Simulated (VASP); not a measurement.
# GW on NaH: a test of the settings

How far does the GW correction to the gap of NaH depend on the settings? The starting structure is a measured crystal structure from the Crystallography Open Database. Cell and atoms stay as given.

Calculated with VASP 6.6.1; GW on LDA orbitals, with plane waves and PAW data sets made for GW.

## 1. Starting point

It takes space group Fm-3m (No. 225, cubic). Conventional cell: a = 4.880 Å, b = 4.880 Å, c = 4.880 Å, α = 90.00°, β = 90.00°, γ = 90.00°. Nearest to Na lie 6 H at 2.44 Å. Nearest to H lie 6 Na at 2.44 Å. Farther neighbours are not listed.

## 2. G0W0 (response cutoff 100 eV, 4×4×4 mesh)

It reads the orbitals and their derivatives (WAVECAR and WAVEDER) of a run with the empty bands, which follows a ground-state run; neither is shown.

Input file INCAR:

```
SYSTEM = NaH
PREC = Accurate
ENCUT = 400
ISMEAR = 0
SIGMA = 0.01
LREAL = .FALSE.
GGA = CA
NBANDS = 68
ALGO = EVGW0
NELMGW = 1
ENCUTGW = 100
NOMEGA = 40
PRECFOCK = Fast
NBANDSGW = 16
LWAVE = .FALSE.
LCHARG = .FALSE.
```

Input file POSCAR:

```
NaH
1.0
    0.0000000000      2.4400000000      2.4400000000
    2.4400000000      0.0000000000      2.4400000000
    2.4400000000      2.4400000000      0.0000000000
Na H
1 1
Direct
    0.0000000000      0.0000000000      0.0000000000
    0.5000000000      0.5000000000      0.5000000000
```

Input file KPOINTS:

```
Automatic mesh
0
Gamma
4 4 4
0 0 0
```

PAW data sets: Na_sv_GW and H_GW (LDA family, release 64).

Run with:

```
$ mpirun -np 4 vasp_std
```

The program printed:

```text
[banner, memory and clock lines left out]
running    4 mpi-ranks, on    1 nodes
 distrk:  each k-point on    4 cores,    1 groups
 distr:  one band on    1 cores,    4 groups

 POSCAR found type information on POSCAR NaH
 POSCAR found :  2 types and       2 ions
|                                                                             |
|           W    W    AA    RRRRR   N    N  II  N    N   GGGG   !!!           |
|           W    W   A  A   R    R  NN   N  II  NN   N  G    G  !!!           |
|           W    W  A    A  R    R  N N  N  II  N N  N  G       !!!           |
|           W WW W  AAAAAA  RRRRR   N  N N  II  N  N N  G  GGG   !            |
|           WW  WW  A    A  R   R   N   NN  II  N   NN  G    G                |
|           W    W  A    A  R    R  N    N  II  N    N   GGGG   !!!           |
|                                                                             |
|     The default for ENCUTGWSOFT is different in this version of VASP.       |
|     please manually set ENCUTGWSOFT =100 in the INCAR file.                 |
|                                                                             |

 LDA part: xc-table for (Slater(with rela. corr.)+CA(PZ))
 , standard interpolation
 found WAVECAR, reading the header
 POSCAR, INCAR and KPOINTS ok, starting setup
 FFT: planning ... GRIDC
 FFT: planning ... GRID_SOFT
 FFT: planning ... GRID
 reading WAVECAR
 the WAVECAR file was read successfully
 initial charge from wavefunction
 available memory per node:    188.71 GB, setting MAXMEM to    193242

 The Fermi energy was updated, please check that it is located mid-gap
 values below the HOMO (VB) or above the LUMO (CB) will cause erroneous energies
 E-fermi :   0.3743

 calculate exact exchange contribution
 the WAVEDER file was read successfully
energies w=
    0.000    0.000    1.501    0.000    2.995    0.000    4.473    0.000
    5.929    0.000    7.360    0.000    8.761    0.000   10.133    0.000
   11.476    0.000   12.792    0.000   14.084    0.000   15.357    0.000
   16.615    0.000   17.863    0.000   19.109    0.000   20.357    0.000
   21.617    0.000   22.895    0.000   24.200    0.000   25.542    0.000
   26.932    0.000   28.383    0.000   29.908    0.000   31.527    0.000
   33.258    0.000   35.129    0.000   37.169    0.000   39.420    0.000
   41.930    0.000   44.765    0.000   48.012    0.000   51.789    0.000
   56.258    0.000   61.651    0.000   68.313    0.000   76.772    0.000
   87.885    0.000  103.141    0.000  125.364    0.000  160.650    0.000
 responsefunction array rank=      72
 LDA part: xc-table for (Slater(with rela. corr.)+CA(PZ))
 , standard interpolation

 min. memory requirement per mpi rank     66.3 MB, per node    265.3 MB

 allocating  10 responsefunctions rank=    72
 shmem allocating  40 responsefunctions rank=    72
 response function shared by NCSHMEM nodes    1
 Doing           10  frequencies on each core in blocks of           40
NQ=   1    0.0000    0.0000    0.0000,
|.........|.........|.........|.........|.........|.........|.........|.........
 performed         57000 updates of chi_q(r,r)
 total number of BLAS operations          1.61 Gflops
NQ=   2    0.2500    0.0000    0.0000,
|.........|.........|.........|.........|.........|.........|.........|.........
 performed        193000 updates of chi_q(r,r)
 total number of BLAS operations          6.21 Gflops
NQ=   3    0.5000    0.0000    0.0000,
|.........|.........|.........|.........|.........|.........|.........|.........
 performed        289000 updates of chi_q(r,r)
 total number of BLAS operations         10.00 Gflops
NQ=   4    0.2500    0.2500    0.0000,
|.........|.........|.........|.........|.........|.........|.........|.........
 performed        409000 updates of chi_q(r,r)
 total number of BLAS operations         13.48 Gflops
NQ=   5    0.5000    0.2500    0.0000,
|.........|.........|.........|.........|.........|.........|.........|.........
 performed        579000 updates of chi_q(r,r)
 total number of BLAS operations         19.99 Gflops
NQ=   6   -0.2500    0.2500    0.0000,
|.........|.........|.........|.........|.........|.........|.........|.........
 performed        728000 updates of chi_q(r,r)
 total number of BLAS operations         25.35 Gflops
NQ=   7    0.5000    0.5000    0.0000,
|.........|.........|.........|.........|.........|.........|.........|.........
 performed        816000 updates of chi_q(r,r)
 total number of BLAS operations         28.24 Gflops
NQ=   8   -0.2500    0.5000    0.2500,
|.........|.........|.........|.........|.........|.........|.........|.........
 performed        939000 updates of chi_q(r,r)
 total number of BLAS operations         32.79 Gflops
 resolving degeneracies of screened two electron integrals

 calculate QP shifts <psi_nk| G(iteration)W_0 |psi_nk>: iteration 1
 entering main loop
```

Wall time 17 s (4 MPI ranks of AMD EPYC 7R43, shared host); peak memory 0.43 GiB; 64 s of CPU time.

Lines that name or quote the potential files are left out of all logs, and their timing lines are given in words.

From OUTCAR (step 2):

```text
ion  position               nearest neighbor table
   1  0.000  0.000  0.000-
   2  0.500  0.500  0.500-

  LATTYP: Found a face centered cubic cell.
 ALAT       =     4.8800000000

 Subroutine GETGRP returns: Found 48 space group operations
 (whereof 48 operations were pure point group operations)

The static configuration has the point symmetry O_h .

 Found      8 irreducible k-points:

   k-points           NKPTS =      8   k-points in BZ     NKDIM =     64   number of bands    NBANDS=     68

   dimension x,y,z NGX =    24 NGY =   24 NGZ =   24
   dimension x,y,z NGXF=    48 NGYF=   48 NGZF=   48

   ENCUT  =  400.0 eV  29.40 Ry    5.42 a.u.   5.63  5.63  5.63*2*pi/ulx,y,z

   NELECT =      10.0000    total number of electrons

  energy-cutoff  :      400.00
  volume of cell :       29.05
      direct lattice vectors                 reciprocal lattice vectors
     0.000000000  2.440000000  2.440000000    -0.204918033  0.204918033  0.204918033
     2.440000000  0.000000000  2.440000000     0.204918033 -0.204918033  0.204918033
     2.440000000  2.440000000  0.000000000     0.204918033  0.204918033 -0.204918033

 k-points in reciprocal lattice and weights: Automatic mesh
   0.00000000  0.00000000  0.00000000       0.016
   0.25000000  0.00000000  0.00000000       0.125
   0.50000000  0.00000000  0.00000000       0.062
   0.25000000  0.25000000  0.00000000       0.094
   0.50000000  0.25000000  0.00000000       0.375
  -0.25000000  0.25000000  0.00000000       0.188
   0.50000000  0.50000000  0.00000000       0.047
  -0.25000000  0.50000000  0.25000000       0.094

 E-fermi :   0.3743

 QP shifts <psi_nk| G(iteration)W_0 |psi_nk>: iteration 1
 for sc-GW calculations column KS-energies equals QP-energies in previous step
 and V_xc(KS)=  KS-energies - (<T + V_ion + V_H > + <T+V_H+V_ion>^1  + <V_x>^1)
 k-point   1 :       0.0000    0.0000    0.0000
  band No.  KS-energies  QP-energies   sigma(KS)   V_xc(KS)     V^pw_x(r,r')   Z            occupation Imag(sigma)
    ...
      2     -23.5346     -29.0537     -35.5175     -28.2715     -41.3139       0.7617       2.0000       0.4945
      3     -23.5346     -29.0537     -35.5175     -28.2715     -41.3139       0.7617       2.0000       0.4945
      4     -23.5346     -29.0537     -35.5175     -28.2715     -41.3139       0.7617       2.0000       0.4945
      5      -5.0073      -6.5893     -10.9666      -8.8171     -13.5716       0.7360       2.0000       0.7906
      6       8.8401       9.9752      -9.0698     -10.5653      -4.8379       0.7590       0.0000      -0.8503
      7      13.6605      14.8907      -5.3975      -6.8887      -1.2388       0.8250       0.0000      -1.0937
      8      13.6605      14.8907      -5.3975      -6.8887      -1.2388       0.8250       0.0000      -1.0937
      9      13.6605      14.8907      -5.3975      -6.8887      -1.2388       0.8250       0.0000      -1.0937
    ...

 k-point   2 :       0.2500    0.0000    0.0000
  band No.  KS-energies  QP-energies   sigma(KS)   V_xc(KS)     V^pw_x(r,r')   Z            occupation Imag(sigma)
    ...
      2     -23.5781     -29.0084     -35.3914     -28.1510     -41.1788       0.7500       2.0000       0.4997
      3     -23.5394     -29.0496     -35.5004     -28.2588     -41.2966       0.7609       2.0000       0.4947
      4     -23.5394     -29.0496     -35.5004     -28.2588     -41.2966       0.7609       2.0000       0.4947
      5      -3.9806      -5.4916     -11.1824      -9.1348     -13.4234       0.7380       2.0000       0.6107
      6       5.5722       6.6200      -7.4620      -8.8084      -3.9998       0.7783       0.0000      -0.4434
      7       9.7791      10.8409      -6.9749      -8.3267      -2.8056       0.7855       0.0000      -0.9120
      8      12.1457      13.4966      -6.1457      -7.7893      -2.1233       0.8220       0.0000      -0.9163
      9      12.1457      13.4966      -6.1457      -7.7893      -2.1233       0.8220       0.0000      -0.9163
    ...

 k-point   3 :       0.5000    0.0000    0.0000
  band No.  KS-energies  QP-energies   sigma(KS)   V_xc(KS)     V^pw_x(r,r')   Z            occupation Imag(sigma)
    ...
      2     -23.6227     -28.9999     -35.2676     -28.0359     -41.0486       0.7436       2.0000       0.5054
      3     -23.5452     -29.0288     -35.4848     -28.2466     -41.2812       0.7576       2.0000       0.4949
      4     -23.5452     -29.0288     -35.4848     -28.2466     -41.2812       0.7576       2.0000       0.4949
      5      -2.2104      -3.7205     -12.0593     -10.0206     -13.8999       0.7407       2.0000       0.4142
      6       2.0536       3.0725      -6.3317      -7.6069      -3.3467       0.7990       0.0000      -0.2902
      7       9.0764      10.0952      -7.4092      -8.7233      -3.2765       0.7752       0.0000      -0.8575
      8      11.5753      12.8707      -5.9978      -7.5947      -2.0444       0.8112       0.0000      -0.8243
      9      11.5753      12.8707      -5.9978      -7.5947      -2.0444       0.8112       0.0000      -0.8243
    ...

 k-point   4 :       0.2500    0.2500    0.0000
  band No.  KS-energies  QP-energies   sigma(KS)   V_xc(KS)     V^pw_x(r,r')   Z            occupation Imag(sigma)
    ...
      2     -23.5755     -29.0094     -35.3952     -28.1585     -41.1835       0.7509       2.0000       0.4994
      3     -23.5487     -29.0269     -35.4726     -28.2343     -41.2677       0.7568       2.0000       0.4953
      4     -23.5487     -29.0269     -35.4726     -28.2343     -41.2677       0.7568       2.0000       0.4953
      5      -3.6662      -5.1590     -11.2192      -9.2014     -13.3564       0.7398       2.0000       0.5671
      6       5.8835       6.8898      -7.8782      -9.1859      -4.3860       0.7695       0.0000      -0.4680
      7       9.8054      10.7456      -5.2305      -6.4073      -1.1759       0.7990       0.0000      -0.8551
      8      10.1002      11.3933      -6.6071      -8.2296      -2.7123       0.7970       0.0000      -0.7345
      9      10.1002      11.3933      -6.6071      -8.2296      -2.7123       0.7970       0.0000      -0.7345
    ...

[... 4 further parts left out ...]
```

G0W0 (response cutoff 100 eV, 4×4×4 mesh): the quasiparticle gap on this mesh is 5.858 eV, +2.500 eV from the LDA gap on the same points, with 68 bands.

## 3. G0W0 (response cutoff 160 eV, 4×4×4 mesh)

It reads the orbitals and their derivatives (WAVECAR and WAVEDER) of a run with the empty bands, which follows a ground-state run; neither is shown.

INCAR: that of step 2 with these lines changed.

```diff
@@ -7,6 +7,6 @@
 GGA = CA
-NBANDS = 68
+NBANDS = 136
 ALGO = EVGW0
 NELMGW = 1
-ENCUTGW = 100
+ENCUTGW = 160
 NOMEGA = 40
```

POSCAR is that of step 2.

KPOINTS is that of step 2.

Run with:

```
$ mpirun -np 4 vasp_std
```

The program printed:

```text
[banner, memory and clock lines left out]
running    4 mpi-ranks, on    1 nodes
[...]
|                                                                             |
|           W    W    AA    RRRRR   N    N  II  N    N   GGGG   !!!           |
|           W    W   A  A   R    R  NN   N  II  NN   N  G    G  !!!           |
|           W    W  A    A  R    R  N N  N  II  N N  N  G       !!!           |
|           W WW W  AAAAAA  RRRRR   N  N N  II  N  N N  G  GGG   !            |
|           WW  WW  A    A  R   R   N   NN  II  N   NN  G    G                |
|           W    W  A    A  R    R  N    N  II  N    N   GGGG   !!!           |
|                                                                             |
|     The default for ENCUTGWSOFT is different in this version of VASP.       |
|     please manually set ENCUTGWSOFT =160 in the INCAR file.                 |
|                                                                             |

 LDA part: xc-table for (Slater(with rela. corr.)+CA(PZ))
[...]
total number of BLAS operations         89.78 Gflops
NQ=   4    0.2500    0.2500    0.0000,
|.........|.........|.........|.........|.........|.........|.........|.........
 performed        833000 updates of chi_q(r,r)
 total number of BLAS operations        124.43 Gflops
NQ=   5    0.5000    0.2500    0.0000,
|.........|.........|.........|.........|.........|.........|.........|.........
 performed       1177000 updates of chi_q(r,r)
 total number of BLAS operations        172.51 Gflops
NQ=   6   -0.2500    0.2500    0.0000,
|.........|.........|.........|.........|.........|.........|.........|.........
 performed       1478000 updates of chi_q(r,r)
 total number of BLAS operations        215.81 Gflops
NQ=   7    0.5000    0.5000    0.0000,
|.........|.........|.........|.........|.........|.........|.........|.........
 performed       1657000 updates of chi_q(r,r)
 total number of BLAS operations        238.62 Gflops
NQ=   8   -0.2500    0.5000    0.2500,
|.........|.........|.........|.........|.........|.........|.........|.........
 performed       1906000 updates of chi_q(r,r)
 total number of BLAS operations        279.96 Gflops
 resolving degeneracies of screened two electron integrals

 calculate QP shifts <psi_nk| G(iteration)W_0 |psi_nk>: iteration 1
 entering main loop
[key lines of the parts left out:]
E-fermi :   0.3743
```

It took 32 s on 4 MPI ranks; peak memory 0.55 GiB; 2.1 min of CPU time.

OUTCAR, selected parts (step 3):

```text
 QP shifts <psi_nk| G(iteration)W_0 |psi_nk>: iteration 1
 for sc-GW calculations column KS-energies equals QP-energies in previous step
 and V_xc(KS)=  KS-energies - (<T + V_ion + V_H > + <T+V_H+V_ion>^1  + <V_x>^1)
 k-point   1 :       0.0000    0.0000    0.0000
  band No.  KS-energies  QP-energies   sigma(KS)   V_xc(KS)     V^pw_x(r,r')   Z            occupation Imag(sigma)
    ...
      2     -23.5346     -28.5349     -34.9075     -28.2715     -41.3139       0.7535       2.0000       0.5082
      3     -23.5346     -28.5349     -34.9075     -28.2715     -41.3139       0.7535       2.0000       0.5082
      4     -23.5346     -28.5349     -34.9075     -28.2715     -41.3139       0.7535       2.0000       0.5082
      5      -5.0073      -6.6403     -11.0434      -8.8171     -13.5716       0.7335       2.0000       0.7808
      6       8.8401       9.7900      -9.3050     -10.5653      -4.8379       0.7537       0.0000      -0.8455
      7      13.6605      14.8299      -5.4588      -6.8887      -1.2388       0.8178       0.0000      -1.0871
      8      13.6605      14.8299      -5.4588      -6.8887      -1.2388       0.8178       0.0000      -1.0871
      9      13.6605      14.8299      -5.4588      -6.8887      -1.2388       0.8178       0.0000      -1.0871
    ...

[... 1 part as in an earlier step ...]

[... 2 further parts left out ...]
[key lines of the parts left out:]
E-fermi :   0.3743
```

G0W0 (response cutoff 160 eV, 4×4×4 mesh): the quasiparticle gap on this mesh is 5.941 eV, +2.582 eV from the LDA gap on the same points, with 136 bands.

## 4. G0W0 (response cutoff 240 eV, 4×4×4 mesh)

It reads the orbitals and their derivatives (WAVECAR and WAVEDER) of a run with the empty bands, which follows a ground-state run; neither is shown.

INCAR: that of step 3 with these lines changed.

```diff
@@ -7,6 +7,6 @@
 GGA = CA
-NBANDS = 136
+NBANDS = 248
 ALGO = EVGW0
 NELMGW = 1
-ENCUTGW = 160
+ENCUTGW = 240
 NOMEGA = 40
```

POSCAR is that of step 3.

KPOINTS is that of step 3.

Run with:

```
$ mpirun -np 4 vasp_std
```

The program printed:

```text
[banner, memory and clock lines left out]
running    4 mpi-ranks, on    1 nodes
[...]
|                                                                             |
|           W    W    AA    RRRRR   N    N  II  N    N   GGGG   !!!           |
|           W    W   A  A   R    R  NN   N  II  NN   N  G    G  !!!           |
|           W    W  A    A  R    R  N N  N  II  N N  N  G       !!!           |
|           W WW W  AAAAAA  RRRRR   N  N N  II  N  N N  G  GGG   !            |
|           WW  WW  A    A  R   R   N   NN  II  N   NN  G    G                |
|           W    W  A    A  R    R  N    N  II  N    N   GGGG   !!!           |
|                                                                             |
|     The default for ENCUTGWSOFT is different in this version of VASP.       |
|     please manually set ENCUTGWSOFT =240 in the INCAR file.                 |
|                                                                             |

 LDA part: xc-table for (Slater(with rela. corr.)+CA(PZ))
[...]
total number of BLAS operations        533.40 Gflops
NQ=   4    0.2500    0.2500    0.0000,
|.........|.........|.........|.........|.........|.........|.........|.........
 performed       1533000 updates of chi_q(r,r)
 total number of BLAS operations        730.15 Gflops
NQ=   5    0.5000    0.2500    0.0000,
|.........|.........|.........|.........|.........|.........|.........|.........
 performed       2164000 updates of chi_q(r,r)
 total number of BLAS operations       1026.10 Gflops
NQ=   6   -0.2500    0.2500    0.0000,
|.........|.........|.........|.........|.........|.........|.........|.........
 performed       2716000 updates of chi_q(r,r)
 total number of BLAS operations       1297.85 Gflops
NQ=   7    0.5000    0.5000    0.0000,
|.........|.........|.........|.........|.........|.........|.........|.........
 performed       3046000 updates of chi_q(r,r)
 total number of BLAS operations       1437.56 Gflops
NQ=   8   -0.2500    0.5000    0.2500,
|.........|.........|.........|.........|.........|.........|.........|.........
 performed       3503000 updates of chi_q(r,r)
 total number of BLAS operations       1669.77 Gflops
 resolving degeneracies of screened two electron integrals

 calculate QP shifts <psi_nk| G(iteration)W_0 |psi_nk>: iteration 1
 entering main loop
[key lines of the parts left out:]
E-fermi :   0.3743
```

Elapsed: 62 s, on 4 MPI ranks; peak memory 0.81 GiB; 4.1 min of CPU time.

From OUTCAR (step 4):

```text
 QP shifts <psi_nk| G(iteration)W_0 |psi_nk>: iteration 1
 for sc-GW calculations column KS-energies equals QP-energies in previous step
 and V_xc(KS)=  KS-energies - (<T + V_ion + V_H > + <T+V_H+V_ion>^1  + <V_x>^1)
 k-point   1 :       0.0000    0.0000    0.0000
  band No.  KS-energies  QP-energies   sigma(KS)   V_xc(KS)     V^pw_x(r,r')   Z            occupation Imag(sigma)
    ...
      2     -23.5346     -28.4331     -34.7962     -28.2715     -41.3139       0.7508       2.0000       0.5057
      3     -23.5346     -28.4331     -34.7962     -28.2715     -41.3139       0.7508       2.0000       0.5057
      4     -23.5346     -28.4331     -34.7962     -28.2715     -41.3139       0.7508       2.0000       0.5057
      5      -5.0073      -6.6656     -11.0772      -8.8171     -13.5716       0.7337       2.0000       0.7781
      6       8.8401       9.7123      -9.4080     -10.5653      -4.8379       0.7537       0.0000      -0.8417
      7      13.6605      14.8224      -5.4704      -6.8887      -1.2388       0.8193       0.0000      -1.0848
      8      13.6605      14.8224      -5.4704      -6.8887      -1.2388       0.8193       0.0000      -1.0848
      9      13.6605      14.8224      -5.4704      -6.8887      -1.2388       0.8193       0.0000      -1.0848
    ...

[... 1 part as in an earlier step ...]

[... 2 further parts left out ...]
[key lines of the parts left out:]
E-fermi :   0.3743
```

G0W0 (response cutoff 240 eV, 4×4×4 mesh): the quasiparticle gap on this mesh is 5.998 eV, +2.639 eV from the LDA gap on the same points, with 248 bands.

(Continued in part 2 of 2.)

[Lines on the potential files, build, host, timing and source positions are cut from VASP's logs without a mark.]

[Logs are printed without paths, hosts, clocks, repeated set-up lines and the standing remarks that a program may print on its own settings, such as how far it seeks lower states.]

[Hosts, paths, dates, database ids (printed as entryN), source tags and the programs' standing remarks are cut or masked in the printed files.]
